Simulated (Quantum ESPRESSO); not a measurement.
NiO: Hubbard U from linear response under several settings

```
CELL_PARAMETERS angstrom
0.00000 2.09131 2.09131
2.09131 0.00000 2.09131
2.09131 2.09131 0.00000
ATOMIC_POSITIONS crystal
Ni 0.00000 0.00000 0.00000
O 0.50000 0.50000 0.50000
```

All runs used Quantum ESPRESSO 7.5; potentials GBRV 1.5 PBE; k mesh 6 × 6 × 6; given cell; collinear spin, ferromagnetic start; cutoff 612 eV; occupations fermi-dirac, width 0.05 eV.

| level | projectors | U typed (eV) | q mesh | with V | state | U computed (eV) |
| --- | --- | --- | --- | --- | --- | --- |
| PBE+U | atomic | 0.0 | 1 × 1 × 1 | no | metal | ? |
| PBE+U | atomic | 0.0 | 2 × 2 × 2 | no | metal | Ni 9.4 |
| PBE+U | atomic | 0.0 | 3 × 3 × 3 | no | metal | Ni 9.9 |

Problem. What stands in the row left open?

Solution. U computed Ni 7.8 eV.

Caveats: all runs use coarse meshes; the computed U isn't converged in cell size (some runs).

For the row left open. Caveat: the k mesh is coarse (spacing up to 0.43 Å⁻¹), so the values aren't converged; the computed U isn't converged in cell size.
